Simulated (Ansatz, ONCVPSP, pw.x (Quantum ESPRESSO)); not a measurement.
pw.x on bcc Zn: one setting changed

Potential: optimised norm-conserving Vanderbilt (ONCV), ONCVPSP 4.0.1.1 (patched build), PBE; core [Ar], reference 3d10 4s2; waves: 4s: rc 2.15 bohr, ncon 5, nbas 9, qcut 3 1/bohr, 2 projectors, debl 3.8 Ha; p scattering state at 0.03 Ha: rc 2.30 bohr, ncon 4, nbas 9, qcut 3.4 1/bohr, 3 projectors, debl 2.9 Ha; 3d: rc 1.55 bohr, ncon 3, nbas 8, qcut 11.4 1/bohr, 2 projectors, debl 0.3 Ha; local part: polynomial inside 1.20 bohr (lpopt 4, dvloc0 1 Ha); core correction: polynomial model core, fcfact 0.3. In the p channel the program set the typed energies aside and used 0.050, 2.950, 5.850 Ha. In the d channel the program set the typed energies aside and used -0.373, 0.250 Ha.

The reference run (k-mesh 15³, cutoffs 125/500 Ry, Fermi–Dirac 0.01 Ry, mixing_beta 0.4, conv_thr 1e-9, no spin) gives 1.06 GPa at 15.229 Å³/atom, where all-electron LAPW gives 0.67 GPa. This run, with its own iteration cap, changes mixing_beta to 0.1.

```
&control
  calculation='scf', prefix='x', pseudo_dir='./', outdir='./tmp', tstress=.true., disk_io='none'
/
&system
  ibrav=0, nat=1, ntyp=1, ecutwfc=125, ecutrho=500, nbnd=14,
  occupations='smearing', smearing='fd', degauss=0.01
/
&electrons
  conv_thr=1e-09, mixing_beta=0.1, electron_maxstep=70
/
ATOMIC_SPECIES
Zn 1.0 Zn.UPF
CELL_PARAMETERS angstrom
  -1.56148254 1.56148254 1.56148254
  1.56148254 -1.56148254 1.56148254
  1.56148254 1.56148254 -1.56148254
ATOMIC_POSITIONS crystal
Zn 0.0000 0.0000 0.0000
K_POINTS automatic
15 15 15 0 0 0
```

```bash
pw.x < Zn.scf.in > Zn.scf.out
```

Q: How does the run end?

A: It converges in 16 iterations; the free energy moves by +0.0 meV/atom and the pressure by -0.02 GPa. The result is that of the reference run.

```
Message from routine setup:
     using ibrav=0 with symmetry is DISCOURAGED, use correct ibrav instead
     lattice parameter (alat)  =       5.1109  a.u.
     unit-cell volume          =     102.7704 (a.u.)^3
     number of electrons       =        12.00
     number of Kohn-Sham states=           14
     kinetic-energy cutoff     =     125.0000  Ry
     charge density cutoff     =     500.0000  Ry
     scf convergence threshold =      1.0E-09
     Exchange-correlation= PBE
     number of k points=   120  Fermi-Dirac smearing, width (Ry)=  0.0100
     iteration #  1     ecut=   125.00 Ry     beta= 0.10
     total energy              =    -124.28519960 Ry
     estimated scf accuracy    <       0.02672505 Ry
     iteration #  2     ecut=   125.00 Ry     beta= 0.10
     total energy              =    -124.27858881 Ry
     estimated scf accuracy    <       0.01527744 Ry
     iteration #  3     ecut=   125.00 Ry     beta= 0.10
     total energy              =    -124.28138089 Ry
     estimated scf accuracy    <       0.00112197 Ry
     iteration #  4     ecut=   125.00 Ry     beta= 0.10
     total energy              =    -124.28123657 Ry
     estimated scf accuracy    <       0.00061370 Ry
     iteration #  5     ecut=   125.00 Ry     beta= 0.10
     total energy              =    -124.28133303 Ry
     estimated scf accuracy    <       0.00000338 Ry
     iteration #  6     ecut=   125.00 Ry     beta= 0.10
     total energy              =    -124.28130637 Ry
     estimated scf accuracy    <       0.00005792 Ry
     [... 4 iterations left out ...]
     iteration # 11     ecut=   125.00 Ry     beta= 0.10
     total energy              =    -124.28132046 Ry
     estimated scf accuracy    <       0.00000113 Ry
     iteration # 12     ecut=   125.00 Ry     beta= 0.10
     total energy              =    -124.28132063 Ry
     estimated scf accuracy    <       0.00000001 Ry
     iteration # 13     ecut=   125.00 Ry     beta= 0.10
     total energy              =    -124.28132063 Ry
     estimated scf accuracy    <          5.5E-09 Ry
     iteration # 14     ecut=   125.00 Ry     beta= 0.10
     total energy              =    -124.28132063 Ry
     estimated scf accuracy    <       0.00000001 Ry
     iteration # 15     ecut=   125.00 Ry     beta= 0.10
     total energy              =    -124.28132063 Ry
     estimated scf accuracy    <          5.3E-09 Ry
     iteration # 16     ecut=   125.00 Ry     beta= 0.10
     the Fermi energy is    11.6899 ev
!    total energy              =    -124.28132063 Ry
     estimated scf accuracy    <          3.7E-10 Ry
     smearing contrib. (-TS)   =      -0.00142854 Ry
     The total energy is F=E-TS. E is the sum of the following terms:
     one-electron contribution =     -44.31275505 Ry
     hartree contribution      =      36.80024832 Ry
     xc contribution           =     -27.96872528 Ry
     ewald contribution        =     -88.79866007 Ry
     convergence has been achieved in  16 iterations
          total   stress  (Ry/bohr**3)                   (kbar)     P=       10.35
     Message from routine punch:
     Nothing written, as per user request (disk_io='none')
```

The run took about 2.9 min on one core of a shared host (Neoverse-N1, 64 threads, 124 GiB, load 54).
